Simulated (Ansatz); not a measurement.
Phonon spectrum of BN

All numbers below come from DFT PBE, scalar-relativistic, plane waves, PAW in Ansatz 0.2.0. Plane waves to 420 eV; Γ-centred k mesh 12×12×4; fixed occupations. No spin polarisation. Phonons by linear response, acoustic sum rule imposed.

Equilibrium structure at this level:
```
CELL_PARAMETERS angstrom
2.51212 0.00000 0.00000
-1.25606 2.17556 0.00000
0.00000 0.00000 8.51796
ATOMIC_POSITIONS crystal
B 0.00000 0.00000 0.50000
B 0.33333 0.66667 0.00000
N 0.33333 0.66667 0.50000
N 0.66667 0.33333 0.00000
```

The cell was relaxed from a distorted copy of a database structure. The q mesh is coarse, so values between its points are rough. Modes under 40 cm⁻¹ are poorly fixed. No dispersion correction is applied, so modes and constants that involve weak contacts between layers, chains or molecules come out too soft.

Force constants from linear response on a 3×3×1 q mesh.

Path: Γ–M–K–Γ–A–L–H–A | L–M | H–K. Only the points of the 3×3×1 mesh were computed; the rest is interpolation, which is rough on so few points. On the mesh no mode is imaginary. Distance along the path (Å⁻¹), then the branches (cm⁻¹, negative for imaginary; the LO field is included):
```
0.000  0 0 0 10 10 24 776 800 1342 1342 1342 1564
0.361  -21 10 196 197 370 373 766 781 1329 1329 1446 1554
0.722  109 110 380 381 705 708 730 742 1293 1293 1473 1500
1.083  237 240 525 525 665 677 978 979 1248 1248 1378 1388
1.444  310 315 582 583 620 626 1141 1142 1225 1225 1267 1274
1.653  307 312 618 618 619 623 1131 1132 1228 1228 1259 1265
1.861  303 308 610 614 708 709 1104 1104 1220 1223 1248 1250
2.069  304 307 599 602 812 812 1069 1069 1191 1193 1251 1252
2.278  309 309 594 594 864 864 1052 1052 1171 1172 1253 1253
2.695  262 264 632 642 725 726 982 982 1255 1257 1296 1302
3.111  138 140 490 490 712 725 762 763 1286 1286 1448 1466
3.528  -7 21 238 240 418 420 762 776 1325 1326 1461 1549
3.945  0 0 0 10 10 24 776 800 1342 1342 1342 1564
3.991  1 1 2 10 10 24 800 801 1342 1342 1342 1342
4.083  3 3 7 10 10 23 800 801 1342 1342 1342 1342
4.176  5 5 9 9 11 21 800 801 1342 1342 1342 1342
4.268  6 6 8 8 15 18 800 801 1342 1342 1342 1342
4.495  -9 -9 99 99 188 188 789 789 1339 1339 1420 1420
4.856  52 52 291 291 546 546 758 758 1314 1314 1506 1506
5.216  174 174 460 460 706 706 852 852 1270 1270 1443 1443
5.577  291 291 568 568 638 638 1084 1084 1231 1231 1315 1315
5.862  312 312 592 592 622 623 1139 1139 1226 1226 1268 1268
6.071  307 308 617 617 659 659 1119 1119 1228 1228 1254 1254
6.279  305 305 606 606 762 762 1086 1086 1208 1208 1250 1250
6.487  308 308 596 596 850 850 1056 1056 1178 1178 1253 1253
6.800  299 299 605 605 819 819 1039 1039 1211 1211 1253 1253
7.217  206 206 613 613 679 679 889 889 1267 1267 1386 1387
7.634  74 74 364 364 604 604 748 749 1307 1307 1498 1498
8.051  -13 -13 117 117 215 215 786 787 1338 1338 1435 1435
8.259  312 312 582 582 623 623 1141 1141 1225 1225 1270 1270
8.351  311 314 582 583 622 624 1141 1141 1225 1225 1269 1272
8.444  310 314 582 583 621 625 1141 1141 1225 1225 1268 1273
8.536  310 315 582 583 621 626 1141 1142 1225 1225 1267 1273
8.628  310 315 582 583 620 626 1141 1142 1225 1225 1267 1274
8.674  309 309 594 594 864 864 1052 1052 1171 1172 1253 1253
8.766  309 309 594 594 864 864 1052 1052 1171 1172 1253 1253
8.858  309 309 594 594 864 864 1052 1052 1171 1172 1253 1253
8.951  309 309 594 594 864 864 1052 1052 1171 1172 1253 1253
```
